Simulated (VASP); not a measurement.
# AlO2 (Cmcm) in VASP: equation of state

How stiff is AlO2 in PBEsol, and what volume does it want? The cell is scaled to several volumes.

All numbers are computed with VASP 6.6.1; they aren't measurements. Logs are shortened: lines on timing, memory, paths and dates and some standing lists are left out, and cuts for length are marked.

## Step 1: The crystal as given

It takes space group Cmcm (No. 63, orthorhombic). The conventional cell has a = 2.976 Å, b = 10.806 Å, c = 3.647 Å, α = 90.00°, β = 90.00°, γ = 90.00°. Around Al (site symmetry m2m) lie 6 O at 1.87 to 2.02 Å. O (site symmetry m2m) is surrounded by 2 Al at 1.88 Å. O (site symmetry m2m) is surrounded by 4 Al at 1.87 to 2.02 Å.

The cell comes from a database or a generator and needn't be the stable form of this composition.

## Step 2: Equation of state, PBEsol, 9.19 Å³/atom (volume scaled by 0.94)

File INCAR:

```
PREC = Accurate ; ENCUT = 520
EDIFF = 1E-7 ; ISMEAR = -1
SIGMA = 0.05 ; LREAL = F
LASPH = T ; NELM = 80
ALGO = Normal ; ISIF = 2
LWAVE = F ; LCHARG = F
GGA = PS ; NBANDS = 24
KPAR = 2
```

File KPOINTS:

```
regular mesh
0
Gamma
  9 9 7
```

File POSCAR:

```
AlO2
1.0
    1.4577828227     -5.2925401545      0.0000000000
    1.4577828227      5.2925401545      0.0000000000
    0.0000000000      0.0000000000      3.5721704591
Al O
2 4
Direct
    0.6681330000      0.3318670000      0.7500000000
    0.3318670000      0.6681330000      0.2500000000
    0.0610720000      0.9389280000      0.7500000000
    0.9389280000      0.0610720000      0.2500000000
    0.2941840000      0.7058160000      0.7500000000
    0.7058160000      0.2941840000      0.2500000000
```

Potentials or basis: VASP PAW PBE potentials, release 64 (Al, O).

Command:

```
$ cat potpaw_PBE.64/Al/POTCAR potpaw_PBE.64/O/POTCAR > POTCAR
$ mpirun -np 2 vasp_std > vasp.out
```

OUTCAR:

```text
PREC = Accurate
   ENCUT = 520
   EDIFF = 1E-7
   ISMEAR = -1
   LREAL = F
   LASPH = T
   NELM = 80
   ISIF = 2
   GGA = PS

 Found    100 irreducible k-points:

 Following reciprocal coordinates:
            Coordinates               Weight
  0.000000  0.000000  0.000000      1.000000
  0.111111 -0.000000  0.000000      4.000000
  0.222222 -0.000000  0.000000      4.000000
  0.333333 -0.000000  0.000000      4.000000
  0.444444 -0.000000  0.000000      4.000000
  0.111111  0.111111  0.000000      2.000000
   k-points           NKPTS =    100   k-points in BZ     NKDIM =    100   number of bands    NBANDS=     24
   number of dos      NEDOS =    301   number of ions     NIONS =      6
   total plane-waves  NPLWV =  49392
   dimension x,y,z NGX =    42 NGY =   42 NGZ =   28
   dimension x,y,z NGXF=    84 NGYF=   84 NGZF=   56
   ions per type =               2   4
   NGX,Y,Z   is equivalent  to a cutoff of  12.72, 12.72, 13.03 a.u.
   NGXF,Y,Z  is equivalent  to a cutoff of  25.44, 25.44, 26.06 a.u.
 SYSTEM =  unknown system
   PREC   = accura    normal or accurate (medium, high low for compatibility)
   ISTART =      0    job   : 0-new  1-cont  2-samecut
   ICHARG =      2    charge: 1-file 2-atom 10-const
   ISPIN  =      1    spin polarized calculation?
   LNONCOLLINEAR =      F non collinear calculations
   LSORBIT =      F    spin-orbit coupling
   LASPH  =      T    aspherical Exc in radial PAW
   ENCUT  =  520.0 eV  38.22 Ry    6.18 a.u.  10.21 10.21  6.64*2*pi/ulx,y,z
   NELM   =     80;   NELMIN=  2; NELMDL= -5     # of ELM steps
   EDIFF  = 0.1E-06   stopping-criterion for ELM
   LREAL  =      F    real-space projection
   EDIFFG = 0.1E-05   stopping-criterion for IOM
   NSW    =      0    number of steps for IOM
   IBRION =     -1    ionic relax: 0-MD 1-quasi-New 2-CG
   NFREE  =      0    steps in history (QN), initial steepest desc. (CG)
   ISIF   =      2    stress and relaxation
   ISYM   =      2    0-nonsym 1-usesym 2-fastsym
   POTIM  = 0.5000    time-step for ionic-motion
   TEBEG  =    0.0;   TEEND  =   0.0 temperature during run
   PSTRESS=    0.0 pullay stress
   NELECT =      30.0000    total number of electrons
   NUPDOWN=      -1.0000    fix difference up-down
   EMIN   =  10.00;   EMAX   =-10.00  energy-range for DOS
   EFERMI =   0.00;   METHOD = LEGACY
   ISMEAR =    -1;   SIGMA  =   0.05  broadening in eV -4-tet -1-fermi 0-gaus
   EFERMI_NEDOS =   21; number of points for ismear=-14 and -15
   IALGO  =     38    algorithm
   IMIX   =      4    mixing-type and parameters
     AMIX     =   0.40;   BMIX     =  1.00
     AMIX_MAG =   1.60;   BMIX_MAG =  1.00
  volume/ion in A,a.u.               =       9.19        62.00
  Fermi-wavevector in a.u.,A,eV,Ry     =   1.336623  2.525851 24.307631  1.786560
  Thomas-Fermi vector in A             =   2.465235
   LORBIT       =      0    0 simple, 1 ext, 2 COOP (PROOUT), +10 PAW based schemes
   GGA     = PS    functional components
   LHFCALC =     F    Hartree Fock is set to
   AEXX    =    0.0000 exact exchange contribution
   IVDW    =     0    specifies the selected vdW correction
   LEPSILON=     F    determine dielectric tensor
   LRPA    =     F    only Hartree local field effects (RPA)
 non-spin polarized calculation
  energy-cutoff  :      520.00
  volume of cell :       55.12
 maximum number of plane-waves:      1507
 NGX is ok and might be reduce to    42
   NGX = 21   NGY = 21   NGZ = 13

 number of electron      30.0000006 magnetization

 Free energy of the ion-electron system (eV)
  ---------------------------------------------------
  ext. energy  EPLUGINS =         0.00000000
  ---------------------------------------------------
  free energy    TOTEN  =       -41.62865862 eV

  energy without entropy =      -41.59193946  energy(sigma->0) =      -41.61029904

 E-fermi :   4.6238     XC(G=0): -11.3633

 val. band max:        4.6203342065   @ k =   0.3333   0.1111   0.1429
 cond. band min:       4.6262939238   @ k =  -0.1111   0.1111   0.4286
 fundamental gap:      0.0059597173
 Fermi energy:         4.6237788698

 k-point     1 :       0.0000    0.0000    0.0000
  band No.  band energies     occupation
      1     -15.3032      2.00000
      2     -12.9353      2.00000
      3     -12.2162      2.00000
      4     -11.8878      2.00000
      5      -1.8844      2.00000
      6      -0.1196      2.00000
[... 16 lines left out ...]
     23      19.7630      0.00000
     24      20.5243      0.00000

 k-point     2 :       0.1111   -0.0000    0.0000
  band No.  band energies     occupation
      1     -15.1831      2.00000
      2     -12.9309      2.00000
      3     -12.1551      2.00000
      4     -11.9146      2.00000
      5      -1.7527      2.00000
      6      -0.2010      2.00000
[... 16 lines left out ...]
     23      19.1508      0.00000
     24      19.2583      0.00000

 k-point     3 :       0.2222   -0.0000    0.0000
  band No.  band energies     occupation
      1     -14.8375      2.00000
      2     -12.9044      2.00000
      3     -12.1774      2.00000
      4     -11.8602      2.00000
      5      -1.3673      2.00000
      6      -0.4628      2.00000
[... 16 lines left out ...]
     23      18.1033      0.00000
     24      18.4836      0.00000

 k-point     4 :       0.3333   -0.0000    0.0000
  band No.  band energies     occupation
      1     -14.3138      2.00000
      2     -12.8705      2.00000
      3     -12.4629      2.00000
      4     -11.6710      2.00000
      5      -0.7597      2.00000
      6      -0.7411      2.00000
[... 16 lines left out ...]
     23      17.9462      0.00000
     24      18.8234      0.00000

 k-point     5 :       0.4444   -0.0000    0.0000
  band No.  band energies     occupation
      1     -13.7044      2.00000
      2     -13.0700      2.00000
      3     -12.7024      2.00000
      4     -11.5405      2.00000
      5      -1.1291      2.00000
      6      -0.7484      2.00000
[... 16 lines left out ...]
     23      18.6391      0.00000
     24      18.7353      0.00000

 k-point     6 :       0.1111    0.1111    0.0000
  band No.  band energies     occupation
      1     -14.8579      2.00000
      2     -12.8153      2.00000
      3     -12.1826      2.00000
      4     -11.9255      2.00000
      5      -1.3793      2.00000
      6      -0.4423      2.00000
[... 16 lines left out ...]
     23      18.0178      0.00000
     24      18.3092      0.00000

 [... further k-points ...]
[... 5 lines left out ...]
  --------------------------------------------------------------------------------------
  -------------------------------------------------------------------------------------
  Total        2.2296554      1.0763247      2.9359871      0.0000000      0.0000000      0.0000000
  in kB       64.8080807     31.2848958     85.3386109      0.0000000      0.0000000      0.0000000
  external PRESSURE =      60.4771958 kB  Pullay stress =       0.0000000 kB

 VOLUME and BASIS-vectors are now :
 -----------------------------------------------------------------------------
  energy-cutoff  :      520.00
  volume of cell :       55.12
      direct lattice vectors                 reciprocal lattice vectors
     1.457782823 -5.292540155  0.000000000     0.342986618 -0.094472595  0.000000000
     1.457782823  5.292540155  0.000000000     0.342986618  0.094472595  0.000000000
     0.000000000  0.000000000  3.572170459     0.000000000  0.000000000  0.279941848

 POSITION                                       TOTAL-FORCE (eV/Angst)
 -----------------------------------------------------------------------------------
      1.45778     -1.77970      2.67913         0.000000      0.260143      0.000000
      1.45778      1.77970      0.89304         0.000000     -0.260143      0.000000
      1.45778      4.64609      2.67913         0.000000      1.255569      0.000000
      1.45778     -4.64609      0.89304         0.000000     -1.255569     -0.000000
      1.45778      2.17858      2.67913         0.000000     -0.296001      0.000000
      1.45778     -2.17858      0.89304         0.000000      0.296001      0.000000
 -----------------------------------------------------------------------------------
    total drift:                               -0.000000     -0.000000     -0.000000

  FREE ENERGIE OF THE ION-ELECTRON SYSTEM (eV)
  ---------------------------------------------------
  free  energy   TOTEN  =       -41.6286586179 eV

  energy  without entropy=      -41.5919394558  energy(sigma->0) =      -41.61029904
```

OSZICAR:

```text
N       E                     dE             d eps       ncg     rms          rms(c)
DAV:   1     0.123309205258E+03    0.12331E+03   -0.16117E+04  4800   0.119E+03
DAV:   2    -0.376871009756E+02   -0.16100E+03   -0.15560E+03  6288   0.259E+02
DAV:   3    -0.447638366976E+02   -0.70767E+01   -0.70257E+01  6344   0.528E+01
DAV:   4    -0.448180519811E+02   -0.54215E-01   -0.54202E-01  5232   0.536E+00
DAV:   5    -0.448187253122E+02   -0.67333E-03   -0.67331E-03  6312   0.587E-01    0.118E+01
DAV:   6    -0.417242670238E+02    0.30945E+01   -0.93143E+00  6080   0.224E+01    0.470E+00
DAV:   7    -0.416545882845E+02    0.69679E-01   -0.91318E-01  5536   0.670E+00    0.256E+00
DAV:   8    -0.416277552831E+02    0.26833E-01   -0.12253E-01  6256   0.251E+00    0.121E+00
DAV:   9    -0.416276053156E+02    0.14997E-03   -0.22000E-02  5496   0.126E+00    0.371E-01
DAV:  10    -0.416285777959E+02   -0.97248E-03   -0.33664E-03  5984   0.428E-01    0.176E-01
DAV:  11    -0.416286450093E+02   -0.67213E-04   -0.64527E-04  5624   0.209E-01    0.405E-02
DAV:  12    -0.416286612071E+02   -0.16198E-04   -0.10553E-04  5784   0.742E-02    0.140E-02
DAV:  13    -0.416286584450E+02    0.27621E-05   -0.14909E-05  6176   0.260E-02    0.608E-03
DAV:  14    -0.416286586161E+02   -0.17111E-06   -0.16278E-06  5736   0.881E-03    0.186E-03
DAV:  15    -0.416286586179E+02   -0.18417E-08   -0.26037E-07  4152   0.380E-03
   1 F= -.41628659E+02 E0= -.41610299E+02  d E =-.367192E-01
```

It took 58 s on 2 MPI ranks of AMD EPYC 9R45 (Zen 5), shared host; peak memory 0.24 GiB.

Results:

| Item | Value |
| --- | --- |
| Free energy | -41.6287 eV |
| Pressure | 6.0 GPa |
| Largest force | 1.256 eV/Å |
| Band gap on the k mesh | none (metal or under the smearing width) |

Caveat: the PAW data sets were made with another functional, which shifts forces and pressure a little.

## Step 3: Equation of state, PBEsol, 9.38 Å³/atom (volume scaled by 0.96)

INCAR is that of step 2.

KPOINTS is that of step 2.

Edit POSCAR of step 2 so:

```diff
@@ -2,5 +2,5 @@
 1.0
-    1.4577828227     -5.2925401545      0.0000000000
-    1.4577828227      5.2925401545      0.0000000000
-    0.0000000000      0.0000000000      3.5721704591
+    1.4680492372     -5.3298127921      0.0000000000
+    1.4680492372      5.3298127921      0.0000000000
+    0.0000000000      0.0000000000      3.5973274179
 Al O
```

Potentials or basis: VASP PAW PBE potentials, release 64 (Al, O).

Command:

```
$ cat potpaw_PBE.64/Al/POTCAR potpaw_PBE.64/O/POTCAR > POTCAR
$ mpirun -np 2 vasp_std > vasp.out
```

Wall time 57 s (2 MPI ranks of AMD EPYC 9R45 (Zen 5), shared host); peak memory 0.24 GiB.

Results (log left out):

```yaml
Free_energy: -41.6585 eV
Pressure: 1.6 GPa
Largest_force: 1.040 eV/Å
Band_gap_on_the_k_mesh: none (metal or under the smearing width)
```

Caveat: the PAW data sets were made with another functional, which shifts forces and pressure a little.

## Step 4: Equation of state, PBEsol, 9.58 Å³/atom (volume scaled by 0.98)

INCAR is that of step 3.

KPOINTS is that of step 3.

Edit POSCAR of step 3 so:

```diff
@@ -2,5 +2,5 @@
 1.0
-    1.4680492372     -5.3298127921      0.0000000000
-    1.4680492372      5.3298127921      0.0000000000
-    0.0000000000      0.0000000000      3.5973274179
+    1.4781740346     -5.3665712833      0.0000000000
+    1.4781740346      5.3665712833      0.0000000000
+    0.0000000000      0.0000000000      3.6221373565
 Al O
```

Command:

```
$ cat potpaw_PBE.64/Al/POTCAR potpaw_PBE.64/O/POTCAR > POTCAR
$ mpirun -np 2 vasp_std > vasp.out
```

Wall time 58 s (2 MPI ranks of AMD EPYC 9R45 (Zen 5), shared host); peak memory 0.24 GiB.

It converged, with:

```yaml
Free_energy: -41.6575 eV
Pressure: -2.4 GPa
Largest_force: 0.839 eV/Å
Band_gap_on_the_k_mesh: none (metal or under the smearing width)
```

Caveat: the PAW data sets were made with another functional, which shifts forces and pressure a little.

## Step 5: Equation of state, PBEsol, 9.97 Å³/atom (volume scaled by 1.02)

INCAR is that of step 4.

KPOINTS is that of step 4.

Edit POSCAR of step 4 so:

```diff
@@ -2,5 +2,5 @@
 1.0
-    1.4781740346     -5.3665712833      0.0000000000
-    1.4781740346      5.3665712833      0.0000000000
-    0.0000000000      0.0000000000      3.6221373565
+    1.4980176647     -5.4386143938      0.0000000000
+    1.4980176647      5.4386143938      0.0000000000
+    0.0000000000      0.0000000000      3.6707624522
 Al O
```

Command:

```
$ cat potpaw_PBE.64/Al/POTCAR potpaw_PBE.64/O/POTCAR > POTCAR
$ mpirun -np 2 vasp_std > vasp.out
```

Run time: 64 s. Hardware: 2 MPI ranks of AMD EPYC 9R45 (Zen 5), shared host; peak memory 0.25 GiB.

The run converged. Its results:

| Item | Value |
| --- | --- |
| Free energy | -41.5751 eV |
| Pressure | -9.2 GPa |
| Largest force | 0.475 eV/Å |
| Band gap on the k mesh | none (metal or under the smearing width) |

Caveat: the PAW data sets were made with another functional, which shifts forces and pressure a little.

## Step 6: Equation of state, PBEsol, 10.16 Å³/atom (volume scaled by 1.04)

INCAR is that of step 5.

KPOINTS is that of step 5.

Edit POSCAR of step 5 so:

```diff
@@ -2,5 +2,5 @@
 1.0
-    1.4980176647     -5.4386143938      0.0000000000
-    1.4980176647      5.4386143938      0.0000000000
-    0.0000000000      0.0000000000      3.6707624522
+    1.5077453247     -5.4739310612      0.0000000000
+    1.5077453247      5.4739310612      0.0000000000
+    0.0000000000      0.0000000000      3.6945992399
 Al O
```

Potentials or basis: VASP PAW PBE potentials, release 64 (Al, O).

Command:

```
$ cat potpaw_PBE.64/Al/POTCAR potpaw_PBE.64/O/POTCAR > POTCAR
$ mpirun -np 2 vasp_std > vasp.out
```

Run time: 67 s. Hardware: 2 MPI ranks of AMD EPYC 9R45 (Zen 5), shared host; peak memory 0.25 GiB.

Results (log left out):

* Free energy: -41.4991 eV
* Pressure: -12.1 GPa
* Largest force: 0.310 eV/Å
* Band gap on the k mesh: none (metal or under the smearing width)

Caveat: the PAW data sets were made with another functional, which shifts forces and pressure a little.

## Step 7: Equation of state, PBEsol, 10.36 Å³/atom (volume scaled by 1.06)

INCAR is that of step 6.

KPOINTS is that of step 6.

Edit POSCAR of step 6 so:

```diff
@@ -2,5 +2,5 @@
 1.0
-    1.5077453247     -5.4739310612      0.0000000000
-    1.5077453247      5.4739310612      0.0000000000
-    0.0000000000      0.0000000000      3.6945992399
+    1.5173490570     -5.5087978042      0.0000000000
+    1.5173490570      5.5087978042      0.0000000000
+    0.0000000000      0.0000000000      3.7181323536
 Al O
```

Command:

```
$ cat potpaw_PBE.64/Al/POTCAR potpaw_PBE.64/O/POTCAR > POTCAR
$ mpirun -np 2 vasp_std > vasp.out
```

Run time: 65 s. Hardware: 2 MPI ranks of AMD EPYC 9R45 (Zen 5), shared host; peak memory 0.25 GiB.

Results (log left out):

```
Free energy            : -41.4028 eV
Pressure               : -14.7 GPa
Largest force          : 0.277 eV/Å
Band gap on the k mesh : none (metal or under the smearing width)
```

Caveat: the PAW data sets were made with another functional, which shifts forces and pressure a little.

## Step 8: Equation of state, PBEsol

Potentials or basis: VASP PAW PBE potentials, release 64 (Al, O).

This step only gathers the single runs of the series.

Results:

| Property | Result |
| --- | --- |
| Equilibrium volume | 9.47 Å³/atom |
| Bulk modulus at fixed shape and positions | 194 GPa |
| Pressure derivative of the bulk modulus | 4.1 |

Energy against volume, from the lowest point:
| volume (Å³/atom) | energy (meV/atom) |
| --- | --- |
| 9.187 | 4.97 |
| 9.382 | 0.00 |
| 9.578 | 0.16 |
| 9.773 | 4.94 |
| 9.969 | 13.89 |
| 10.164 | 26.57 |
| 10.360 | 42.62 |

Caveat: the cell was scaled at fixed shape and fractional positions, which overstates the stiffness of a crystal with free parameters, most of all of layers and chains; the PAW data sets were made with another functional, which shifts forces and pressure a little.
